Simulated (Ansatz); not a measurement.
Crystal: Al3Cu2.

```
CELL_PARAMETERS angstrom
4.09195 0.00000 0.00000
-2.04598 3.54373 0.00000
0.00000 0.00000 4.99278
ATOMIC_POSITIONS crystal
Cu 0.66667 0.33333 0.16049
Cu 0.33333 0.66667 0.83951
Al 0.66667 0.33333 0.65007
Al 0.33333 0.66667 0.34993
Al 0.00000 0.00000 0.00000
```

The cell comes from a database or a generator and needn't be the stable form of this composition.

```yaml
Program: Ansatz 0.2.0
Task: relaxation of cell and atoms
Functional: LDA
Potentials_or_basis: Ansatz PAW
Cutoff: "420 eV (not typed: the program's choice for these potentials)"
k_mesh: 8 × 8 × 6
Occupations: fermi-dirac, width 0.05 eV
Spin: no spin polarisation
```

At the start: volume 14.48 Å³/atom.

**Question.** Where does the relaxation end?

**Answer.** It ends after 5 steps and the volume is 14.05 Å³/atom (-2.9 %); space group P-3m1 (No. 164, to 0.05 Å).

Step by step:
| step | energy change (eV) | largest force (eV/Å) | volume (Å³) |
| --- | --- | --- | --- |
| 1 | 0.0000 | 0.0334 | 72.40 |
| 2 | -0.0212 | 0.0331 | 70.98 |
| 3 | -0.0245 | 0.0157 | 70.23 |
| 4 | -0.0245 | 0.0082 | 70.27 |
| 5 | -0.0236 | 0.0082 | 70.27 |

Final structure:
```
CELL_PARAMETERS angstrom
4.05487 0.00000 0.00000
-2.02743 3.51162 0.00000
0.00000 0.00000 4.93490
ATOMIC_POSITIONS crystal
Cu 0.66667 0.33333 0.15861
Cu 0.33333 0.66667 0.84139
Al 0.66667 0.33333 0.64889
Al 0.33333 0.66667 0.35111
Al 0.00000 0.00000 0.00000
```

Caveat: the plane-wave basis is chosen anew once the cell has moved, so the energies of steps on either side of that aren't comparable; the PAW data sets come from PBE, with cores solved anew for the run's functional, which leaves a small shift of forces and pressure.
